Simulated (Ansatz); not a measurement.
Te:

```
Te
1.0
     4.45400    0.00000    0.00000
    -2.22700    3.85728    0.00000
     0.00000    0.00000    5.92400
Te
3
Cartesian
  1.6279 2.8197 0.0000
  -0.5991 1.0376 3.9493
  1.1981 0.0000 1.9747
```

Base run:

| Quantity | Value |
| --- | --- |
| Program | Ansatz 0.2.0 |
| Functional | r2SCANh |
| Potentials or basis | Ansatz PAW |
| Cutoff | 500 eV (not typed: the program's choice for these potentials) |
| k mesh | 4 × 4 × 3 |
| Occupations | fermi-dirac, width 0.05 eV |
| Spin | no spin polarisation |

Its results: pressure 0.5 GPa; largest force 0.277 eV/Å.

**Question.** After a change of settings the same cell gave: pressure 4.1 GPa; largest force 1.602 eV/Å. Which change was it?
A. functional from r2SCANh to PBEsol0; cutoff from 500 eV (not typed: the program's choice for these potentials) to 420 eV (not typed: the program's choice for these potentials)
B. functional from r2SCANh to HF; cutoff from 500 eV (not typed: the program's choice for these potentials) to 420 eV (not typed: the program's choice for these potentials)
C. functional from r2SCANh to HSE03; cutoff from 500 eV (not typed: the program's choice for these potentials) to 420 eV (not typed: the program's choice for these potentials)

**Answer.** B.

Caveats: the PAW data sets come from PBE, with cores solved anew for the run's functional, which leaves a small shift of forces and pressure; the thresholds are loose for stress; forces of over 1 eV/Å show positions far from the minimum, so gaps and moduli don't describe the material at rest (some runs).
